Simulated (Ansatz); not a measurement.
```yaml
crystal:
  periodic: [false, false, false]
  atoms:
    - {symbol: C, position_ang: [-0.222891, -0.129131, 1.452937]}
    - {symbol: C, position_ang: [1.233940, -0.413661, 0.614581]}
    - {symbol: C, position_ang: [0.981588, -0.744426, -0.707556]}
    - {symbol: N, position_ang: [0.230718, 0.204626, -1.529117]}
    - {symbol: C, position_ang: [-1.253730, 0.385818, -1.036317]}
    - {symbol: C, position_ang: [-1.085188, 0.850873, 0.428038]}
    - {symbol: H, position_ang: [0.023842, 0.177775, 2.370629]}
    - {symbol: H, position_ang: [-0.739546, -1.315603, 1.408044]}
    - {symbol: H, position_ang: [1.455397, -1.279757, 1.187603]}
    - {symbol: H, position_ang: [1.847202, 0.532825, 0.709126]}
    - {symbol: H, position_ang: [1.998937, -0.858248, -1.279940]}
    - {symbol: H, position_ang: [0.613498, -1.836285, -0.885443]}
    - {symbol: H, position_ang: [0.622322, 1.072295, -1.491765]}
    - {symbol: H, position_ang: [-1.608636, 1.088161, -1.532523]}
    - {symbol: H, position_ang: [-1.787462, -0.559110, -0.924683]}
    - {symbol: H, position_ang: [-2.114475, 0.996038, 0.951920]}
    - {symbol: H, position_ang: [-0.422768, 1.878880, 0.677707]}
basis:
  gaussian: {orbitals: def2-TZVP}
hamiltonian: {xc: {name: PBE}, dispersion: d4}
multiplicity: 3
output: {forces: true}
```

```sh
$ ansatz run in.yaml --threads 2 --pin off --events-out ev --progress --plain --max-ram 22528MiB --backend cpu
```

Output, abridged:

```
Error: YAML parse error: error: line 24 column 1: unknown field `multiplicity`, expected one of crystal, accuracy, basis, kpoints, hamiltonian, magnetization, projection, total_charge, correlation, batch, efield, external_charges, scf, relax, neb, saddle, md, ramp, phonons, dielectric, real_time, elastic, magnetic_configurations, gw, evaluate, workflow, output, checkpoint, execution
  --> <input>:24:1
   |
22 |   gaussian: {orbitals: def2-TZVP}
23 | hamiltonian: {xc: {name: PBE}, dispersion: d4}
24 | multiplicity: 3
   | ^ unknown field `multiplicity`, expected one of crystal, accuracy, basis, kpoints, hamiltonian, magnetization, projection, total_charge, correlation, batch, efield, external_charges, scf, relax, neb, saddle, md, ramp, phonons, dielectric, real_time, elastic, magnetic_configurations, gw, evaluate, workflow, output, checkpoint, execution
25 | output: {forces: true}
   |
```

(1) Something in this input is off. What?

Results:

(1) The input holds a key that doesn't belong there. The input was rejected before any iteration.
